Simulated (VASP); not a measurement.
# Se (R-3m) in VASP: notebook, part 2 of 3

VASP 6.6.1. The steps go on from the part before.

### 4 Relaxation of cell and atoms, PBEsol, target pressure 125 GPa, at which the enthalpy is minimised

This run uses another cell than the first one, of 11.87 Å³/atom, 1.049 times its volume.

Input file INCAR:

```
SYSTEM = Se
PREC     = Accurate       ! precision mode
ENCUT    = 350            ! plane-wave cutoff, eV
EDIFF    = 1E-7           ! SCF threshold, eV
ISMEAR   = 0              ! smearing method
SIGMA    = 0.1            ! smearing width, eV
LREAL    = .FALSE.        ! projectors in reciprocal space
LASPH    = .TRUE.         ! aspherical terms in the spheres
NELM     = 100            ! most SCF steps
ALGO     = Fast           ! electronic algorithm
ISIF     = 3              ! what is computed and relaxed
LWAVE    = .FALSE.        ! write WAVECAR
LCHARG   = .FALSE.        ! write CHGCAR
GGA      = PS             ! functional
IBRION   = 2              ! ionic algorithm
NSW      = 80             ! ionic steps
EDIFFG   = -0.002         ! ionic threshold
PSTRESS  = 1250.0
```

Input file KPOINTS:

```
Automatic mesh
0
G
  21 21 21
  0 0 0
```

Input file POSCAR:

```
Se                                      
1.0
    1.9546874559      1.1285393782      0.8969634162
   -1.9546874559      1.1285393782      0.8969634162
    0.0000000000     -2.2570787564      0.8969634162
  Se            
     1
Direct
     0.0000000000000000    0.0000000000000000    0.0000000000000000
```

Potentials or basis: VASP PAW PBE potentials, release 64 (Se).

On the command line:

```console
> cat potpaw_PBE.64/Se/POTCAR > POTCAR
> mpirun -np 1 vasp_std > vasp.out
```

OUTCAR:

```text
SYSTEM = Se
   PREC = Accurate
   ENCUT = 350
   EDIFF = 1E-7
   ISMEAR = 0
   LREAL = .FALSE.
   LASPH = .TRUE.
   NELM = 100
   ISIF = 3
   GGA = PS
   IBRION = 2
   NSW = 80
   EDIFFG = -0.002
   PSTRESS = 1250.0

 ion  position               nearest neighbor table
   1  0.000  0.000  0.000-

  LATTYP: Found a trigonal (rhomboedric) cell.
 ALAT       =     2.4287749069
 COS(alpha) =    -0.2954185535

  Lattice vectors:

 A1 = (   1.9546874559,   1.1285393782,   0.8969634162)
 A2 = (  -1.9546874559,   1.1285393782,   0.8969634162)
 A3 = (   0.0000000000,  -2.2570787564,   0.8969634162)

Analysis of symmetry for initial positions (statically):
=====================================================================
 Subroutine PRICEL returns:
 Original cell was already a primitive cell.

 Routine SETGRP: Setting up the symmetry group for a
 trigonal (rhombohedral) supercell.

 Subroutine GETGRP returns: Found 12 space group operations
 (whereof 12 operations were pure point group operations)
 out of a pool of 12 trial point group operations.

The static configuration has the point symmetry D_3d.

Analysis of symmetry for dynamics (positions and initial velocities):
=====================================================================
 Subroutine PRICEL returns:
 Original cell was already a primitive cell.

 Routine SETGRP: Setting up the symmetry group for a
 trigonal (rhombohedral) supercell.

 Subroutine GETGRP returns: Found 12 space group operations
 (whereof 12 operations were pure point group operations)
 out of a pool of 12 trial point group operations.

The dynamic configuration has the point symmetry D_3d.

 Subroutine INISYM returns: Found 12 space group operations
 (whereof 12 operations are pure point group operations),
 and found     1 'primitive' translations

----------------------------------------------------------------------------------------

[... 114 lines left out ...]
   LORBIT       =      0    0 simple, 1 ext, 2 COOP (PROOUT), +10 PAW based schemes
   GGA     = PS    functional components
   LHFCALC =     F    Hartree Fock is set to
   AEXX    =    0.0000 exact exchange contribution
   IVDW    =     0    specifies the selected vdW correction
   LEPSILON=     F    determine dielectric tensor
   LRPA    =     F    only Hartree local field effects (RPA)
 conjugate gradient relaxation of ions
 non-spin polarized calculation
 RMM-DIIS sequential band-by-band and
 Gauss-broadening in eV      SIGMA  =   0.10
  energy-cutoff  :      350.00
  volume of cell :       11.87
 maximum number of plane-waves:       189
   NGX =  7   NGY =  7   NGZ =  7

 number of electron       6.0000000 magnetization

 Free energy of the ion-electron system (eV)
  ---------------------------------------------------
  ext. energy  EPLUGINS =         0.00000000
  ---------------------------------------------------
  free energy    TOTEN  =        -1.55593544 eV

  energy without entropy =       -1.55430562  energy(sigma->0) =       -1.55512053

 E-fermi :  13.8674     XC(G=0): -13.2661

 val. band max:       13.8637188020   @ k =  -0.2381   0.1905   0.0476
 cond. band min:      13.8691750522   @ k =  -0.3333   0.1905   0.0952
 fundamental gap:      0.0054562501
 Fermi energy:        13.8674489438

 k-point     1 :       0.0000    0.0000    0.0000
  band No.  band energies     occupation
      1      -9.0830      2.00000
      2      18.9142      0.00000
      3      21.0900      0.00000
      4      21.0900      0.00000
      5      26.0806      0.00000
      6      26.0806      0.00000
      7      28.4089      0.00000
[... 221 lines left out ...]
 k-point    24 :      -0.3810    0.0476    0.0000
  band No.  band energies     occupation
      1      -4.7923      2.00000
      2       5.0605      2.00000
      3      15.8317      0.00000
      4      18.3965      0.00000
      5      22.4712      0.00000
      6      23.6058      0.00000
      7      33.2475      0.00000

 [... further k-points ...]

------------------------ aborting loop because EDIFF is reached ----------------------------------------

  FORCE on cell =-STRESS in cart. coord.  units (eV):
  Direction    XX          YY          ZZ          XY          YZ          ZX
  --------------------------------------------------------------------------------------
  -------------------------------------------------------------------------------------
  Total        9.2609803      9.2609811      9.2627246      0.0000000      0.0000000      0.0000000
  in kB     1249.8201342   1249.8202435   1250.0555488      0.0000000      0.0000000      0.0000000
  external PRESSURE =      -0.1013578 kB  Pullay stress =    1250.0000000 kB

 VOLUME and BASIS-vectors are now :
 -----------------------------------------------------------------------------
  energy-cutoff  :      350.00
  volume of cell :       11.87
      direct lattice vectors                 reciprocal lattice vectors
     1.954687456  1.128539378  0.896963416     0.255795369  0.147683519  0.371624224
    -1.954687456  1.128539378  0.896963416    -0.255795369  0.147683519  0.371624224
     0.000000000 -2.257078756  0.896963416     0.000000000 -0.295367038  0.371624224

 POSITION                                       TOTAL-FORCE (eV/Angst)
 -----------------------------------------------------------------------------------
      0.00000      0.00000      0.00000        -0.000000      0.000000     -0.000000
 -----------------------------------------------------------------------------------
    total drift:                                0.000000      0.000000     -0.000000

  FREE ENERGIE OF THE ION-ELECTRON SYSTEM (eV)
  ---------------------------------------------------
  free  energy   TOTEN  =        -1.5559354385 eV

  energy  without entropy=       -1.5543056152  energy(sigma->0) =       -1.55512053

  enthalpy is  TOTEN    =         7.7063775966 eV   P V=        9.2623130351

 reached required accuracy - stopping structural energy minimisation
```

OSZICAR:

```text
N       E                     dE             d eps       ncg     rms          rms(c)
DAV:   1     0.591886584870E+01    0.59189E+01   -0.26837E+03 13566   0.564E+02
DAV:   2    -0.152823315474E+01   -0.74471E+01   -0.70136E+01 17801   0.646E+01
DAV:   3    -0.157864913218E+01   -0.50416E-01   -0.50350E-01 14483   0.583E+00
DAV:   4    -0.157866571027E+01   -0.16578E-04   -0.16578E-04 19509   0.113E-01
DAV:   5    -0.157866571150E+01   -0.12355E-08   -0.18558E-08 14840   0.734E-04    0.971E+00
RMM:   6    -0.156381094258E+01    0.14855E-01   -0.15357E-03 12474   0.346E-01    0.586E+00
RMM:   7    -0.155597203907E+01    0.78389E-02   -0.30433E-03 12474   0.526E-01    0.562E-02
RMM:   8    -0.155593773026E+01    0.34309E-04   -0.10076E-04 12474   0.104E-01    0.189E-02
RMM:   9    -0.155593563632E+01    0.20939E-05   -0.55175E-06 12474   0.234E-02    0.594E-03
RMM:  10    -0.155593550510E+01    0.13122E-06   -0.15825E-07  9869   0.405E-03    0.151E-03
RMM:  11    -0.155593543850E+01    0.66597E-07   -0.12687E-08  9029   0.111E-03
   1 F= 0.77063776E+01 E0= 0.77071925E+01  d E =0.770638E+01
```

Wall time 8.6 s (1 thread of Intel Xeon 6975P-C (Granite Rapids), shared host); peak memory 0.15 GiB.

Results:

| Quantity | Value |
| --- | --- |
| Free energy | -1.5559 eV |
| Pressure after relaxing | 125.0 GPa |
| Band gap on the k mesh | none (metal or under the smearing width) |

Final structure:
```
CELL_PARAMETERS angstrom
1.95469 1.12854 0.89696
-1.95469 1.12854 0.89696
0.00000 -2.25708 0.89696
ATOMIC_POSITIONS crystal
Se 0.00000 0.00000 0.00000
```

Caveat: the relaxation stopped at its first step, so nothing moved; the cell is relaxed towards a set pressure, so the enthalpy falls and the energy may rise; the PAW data sets were made with another functional, which shifts forces and pressure a little.

### 5 Relaxation of cell and atoms, PBEsol, target pressure 75 GPa, at which the enthalpy is minimised

This run uses another cell than the first one, of 11.87 Å³/atom, 1.049 times its volume.

Changes to INCAR since step 4:

```diff
@@ -17,2 +17,2 @@
 EDIFFG   = -0.002         ! ionic threshold
-PSTRESS  = 1250.0
+PSTRESS  = 750.0
```

KPOINTS is that of step 4.

POSCAR is that of step 4.

Potentials or basis: VASP PAW PBE potentials, release 64 (Se).

On the command line:

```console
> cat potpaw_PBE.64/Se/POTCAR > POTCAR
> mpirun -np 1 vasp_std > vasp.out
```

OUTCAR:

```text
SYSTEM = Se
   PREC = Accurate
   ENCUT = 350
   EDIFF = 1E-7
   ISMEAR = 0
   LREAL = .FALSE.
   LASPH = .TRUE.
   NELM = 100
   ISIF = 3
   GGA = PS
   IBRION = 2
   NSW = 80
   EDIFFG = -0.002
   PSTRESS = 750.0

 ion  position               nearest neighbor table
   1  0.000  0.000  0.000-

  LATTYP: Found a trigonal (rhomboedric) cell.
 ALAT       =     2.4287749069
 COS(alpha) =    -0.2954185535

  Lattice vectors:

 A1 = (   1.9546874559,   1.1285393782,   0.8969634162)
 A2 = (  -1.9546874559,   1.1285393782,   0.8969634162)
 A3 = (   0.0000000000,  -2.2570787564,   0.8969634162)

Analysis of symmetry for initial positions (statically):
=====================================================================
 Subroutine PRICEL returns:
 Original cell was already a primitive cell.

 Routine SETGRP: Setting up the symmetry group for a
 trigonal (rhombohedral) supercell.

 Subroutine GETGRP returns: Found 12 space group operations
 (whereof 12 operations were pure point group operations)
 out of a pool of 12 trial point group operations.

The static configuration has the point symmetry D_3d.

Analysis of symmetry for dynamics (positions and initial velocities):
=====================================================================
 Subroutine PRICEL returns:
 Original cell was already a primitive cell.

 Routine SETGRP: Setting up the symmetry group for a
 trigonal (rhombohedral) supercell.

 Subroutine GETGRP returns: Found 12 space group operations
 (whereof 12 operations were pure point group operations)
 out of a pool of 12 trial point group operations.

The dynamic configuration has the point symmetry D_3d.

 Subroutine INISYM returns: Found 12 space group operations
 (whereof 12 operations are pure point group operations),
 and found     1 'primitive' translations

----------------------------------------------------------------------------------------

                                     Primitive cell

  volume of cell :      11.8719

  direct lattice vectors                    reciprocal lattice vectors
     1.954687456  1.128539378  0.896963416     0.255795369  0.147683519  0.371624224
    -1.954687456  1.128539378  0.896963416    -0.255795369  0.147683519  0.371624224
     0.000000000 -2.257078756  0.896963416     0.000000000 -0.295367038  0.371624224

  length of vectors
     2.428774907  2.428774907  2.428774976     0.474706495  0.474706495  0.474706489

  position of ions in fractional coordinates (direct lattice)
     0.000000000  0.000000000  0.000000000

  ion indices of the primitive-cell ions
   primitive index   ion index
                 1           1

----------------------------------------------------------------------------------------

 KPOINTS: Automatic mesh

Automatic generation of k-mesh.
 Grid dimensions read from file:
 generate k-points for:   21   21   21

 Generating k-lattice:

  Cartesian coordinates                     Fractional coordinates (reciprocal lattice)
     0.012180732  0.007032549  0.017696392     0.047619048 -0.000000000  0.000000000
    -0.012180732  0.007032549  0.017696392    -0.000000000  0.047619048  0.000000000
     0.000000000 -0.014065097  0.017696392     0.000000000  0.000000000  0.047619048

  Length of vectors
[... 44 lines left out ...]
   NGXF,Y,Z  is equivalent  to a cutoff of  21.90, 21.90, 21.90 a.u.
 SYSTEM =  Se
   PREC   = accura    normal or accurate (medium, high low for compatibility)
   ISTART =      0    job   : 0-new  1-cont  2-samecut
   ICHARG =      2    charge: 1-file 2-atom 10-const
   ISPIN  =      1    spin polarized calculation?
   LNONCOLLINEAR =      F non collinear calculations
   LSORBIT =      F    spin-orbit coupling
   LASPH  =      T    aspherical Exc in radial PAW
   ENCUT  =  350.0 eV  25.72 Ry    5.07 a.u.   3.70  3.70  3.70*2*pi/ulx,y,z
   NELM   =    100;   NELMIN=  2; NELMDL= -5     # of ELM steps
   EDIFF  = 0.1E-06   stopping-criterion for ELM
   LREAL  =      F    real-space projection
   EDIFFG = -.2E-02   stopping-criterion for IOM
   NSW    =     80    number of steps for IOM
   IBRION =      2    ionic relax: 0-MD 1-quasi-New 2-CG
   NFREE  =      1    steps in history (QN), initial steepest desc. (CG)
   ISIF   =      3    stress and relaxation
   ISYM   =      2    0-nonsym 1-usesym 2-fastsym
   POTIM  = 0.5000    time-step for ionic-motion
   TEBEG  =    0.0;   TEEND  =   0.0 temperature during run
   PSTRESS=  750.0 pullay stress
   NELECT =       6.0000    total number of electrons
   NUPDOWN=      -1.0000    fix difference up-down
   EMIN   =  10.00;   EMAX   =-10.00  energy-range for DOS
   EFERMI =   0.00;   METHOD = LEGACY
   ISMEAR =     0;   SIGMA  =   0.10  broadening in eV -4-tet -1-fermi 0-gaus
   EFERMI_NEDOS =   21; number of points for ismear=-14 and -15
   IALGO  =     68    algorithm
   IMIX   =      4    mixing-type and parameters
     AMIX     =   0.40;   BMIX     =  1.00
     AMIX_MAG =   1.60;   BMIX_MAG =  1.00
  volume/ion in A,a.u.               =      11.87        80.12
  Fermi-wavevector in a.u.,A,eV,Ry     =   1.304023  2.464246 23.136379  1.700476
  Thomas-Fermi vector in A             =   2.434986
   LORBIT       =      0    0 simple, 1 ext, 2 COOP (PROOUT), +10 PAW based schemes
   GGA     = PS    functional components
   LHFCALC =     F    Hartree Fock is set to
   AEXX    =    0.0000 exact exchange contribution
   IVDW    =     0    specifies the selected vdW correction
   LEPSILON=     F    determine dielectric tensor
   LRPA    =     F    only Hartree local field effects (RPA)
 conjugate gradient relaxation of ions
 non-spin polarized calculation
 RMM-DIIS sequential band-by-band and
 Gauss-broadening in eV      SIGMA  =   0.10
  energy-cutoff  :      350.00
  volume of cell :       11.87
 maximum number of plane-waves:       189
   NGX =  7   NGY =  7   NGZ =  7

--------------------------------------- Ionic step        1  -------------------------------------------

 number of electron       6.0000000 magnetization

 Free energy of the ion-electron system (eV)
  ---------------------------------------------------
  ext. energy  EPLUGINS =         0.00000000
  ---------------------------------------------------
  free energy    TOTEN  =        -1.55593544 eV

  energy without entropy =       -1.55430562  energy(sigma->0) =       -1.55512053

------------------------ aborting loop because EDIFF is reached ----------------------------------------

  FORCE on cell =-STRESS in cart. coord.  units (eV):
  Direction    XX          YY          ZZ          XY          YZ          ZX
  --------------------------------------------------------------------------------------
  -------------------------------------------------------------------------------------
  Total        9.2609803      9.2609811      9.2627246      0.0000000      0.0000000      0.0000000
  in kB     1249.8201342   1249.8202435   1250.0555488      0.0000000      0.0000000      0.0000000
  external PRESSURE =     499.8986422 kB  Pullay stress =     750.0000000 kB
[... 24 lines left out ...]
--------------------------------------- Ionic step        2  -------------------------------------------

 number of electron       6.0000002 magnetization

 E-fermi :   5.9549     XC(G=0): -10.9145

 val. band max:        5.9499435391   @ k =  -0.3333   0.1905  -0.0000
 cond. band min:       5.9568123734   @ k =  -0.3333   0.1905   0.1905
 fundamental gap:      0.0068688343
 Fermi energy:         5.9549336660

 k-point     1 :       0.0000    0.0000    0.0000
  band No.  band energies     occupation
      1     -10.6420      2.00000
      2       8.2559      0.00000
      3       9.4905      0.00000
      4       9.4905      0.00000
      5      16.7980      0.00000
      6      17.3675      0.00000
      7      17.3675      0.00000
[... 299 lines left out ...]
  energy  without entropy=       -2.5474851599  energy(sigma->0) =       -2.54848255

  enthalpy is  TOTEN    =         3.8036917725 eV   P V=        6.3531717096

[... ionic steps 4 to 20 ...]

--------------------------------------- Ionic step       21  -------------------------------------------

 number of electron       5.9999996 magnetization

------------------------ aborting loop because EDIFF is reached ----------------------------------------
[... 69 lines left out ...]
--------------------------------------- Ionic step       23  -------------------------------------------

 number of electron       5.9999996 magnetization

 Free energy of the ion-electron system (eV)
  ---------------------------------------------------
  ext. energy  EPLUGINS =         0.00000000
  ---------------------------------------------------
  free energy    TOTEN  =        -2.51920804 eV

  energy without entropy =       -2.51770210  energy(sigma->0) =       -2.51845507

 E-fermi :  11.5425     XC(G=0): -12.6279

 val. band max:       11.5416867464   @ k =   0.3810   0.2857   0.0952
 cond. band min:      11.5494574873   @ k =  -0.1429   0.4762   0.0952
 fundamental gap:      0.0077707409
 Fermi energy:        11.5425462551

 k-point     1 :       0.0000    0.0000    0.0000
  band No.  band energies     occupation
      1      -9.5707      2.00000
      2      14.8820      0.00000
      3      17.3064      0.00000
      4      17.3065      0.00000
      5      22.1173      0.00000
      6      22.1173      0.00000
      7      25.0262      0.00000
[... 262 lines left out ...]
  energy  without entropy=       -2.5177021026  energy(sigma->0) =       -2.51845507

  enthalpy is  TOTEN    =         3.7754879416 eV   P V=        6.2946959806

 reached required accuracy - stopping structural energy minimisation
```

It took 89 s on 1 thread of Intel Xeon 6975P-C (Granite Rapids), shared host; peak memory 0.2 GiB.

Results:

```yaml
Free_energy: -2.5192 eV
Relaxed_volume: 13.45 Å³/atom
Relaxed_cell: a = 2.486 Å, b = 2.486 Å, c = 2.486 Å, α = 104.95°, β = 104.95°, γ = 104.95°
Space_group_after_relaxing_to_0.05_Å: R-3m (No. 166)
Energy_change_on_relaxing_the_enthalpy_is_what_falls: -963.3 meV/atom
Ionic_steps: 23
Pressure_after_relaxing: 75.0 GPa
Band_gap_on_the_k_mesh: none (metal or under the smearing width)
```

Step by step:
```
step  energy change (eV)  largest force (eV/Å)  pressure (GPa)  volume (Å³)
   1              0.0000                0.0000          124.99        11.87
   2             -1.8853                0.0000           -0.39        19.44
   3             -0.9935                0.0000           67.84        13.57
   4             -0.8834                0.0000           74.26        13.32
   5             -0.8694                0.0000           75.09        13.29
   6             -0.8753                0.0000           75.09        13.30
   7             -0.8895                0.0000           76.00        13.32
   8             -0.8974                0.0000           79.62        13.31
   9             -0.9002                0.0000           77.41        13.32
  10             -0.9017                0.0000           78.44        13.32
  11             -0.9261                0.0000           77.33        13.37
  12             -0.9442                0.0000           76.50        13.41
  13             -0.9420                0.0000           76.60        13.40
  14             -0.9486                0.0000           76.12        13.42
  15             -0.9642                0.0000           74.96        13.45
  16             -0.9638                0.0000           74.99        13.45
  17             -0.9637                0.0000           75.00        13.45
  18             -0.9633                0.0000           75.01        13.45
  19             -0.9626                0.0000           75.05        13.45
  20             -0.9629                0.0000           75.05        13.45
  21             -0.9631                0.0000           75.03        13.45
  22             -0.9632                0.0000           75.02        13.45
  23             -0.9633                0.0000           75.01        13.45
```

Final structure:
```
CELL_PARAMETERS angstrom
1.97164 1.13833 0.99857
-1.97164 1.13833 0.99857
0.00000 -2.27665 0.99857
ATOMIC_POSITIONS crystal
Se 0.00000 0.00000 0.00000
```

Caveat: the cell is relaxed towards a set pressure, so the enthalpy falls and the energy may rise; the PAW data sets were made with another functional, which shifts forces and pressure a little.

(Continued in part 3 of 3.)
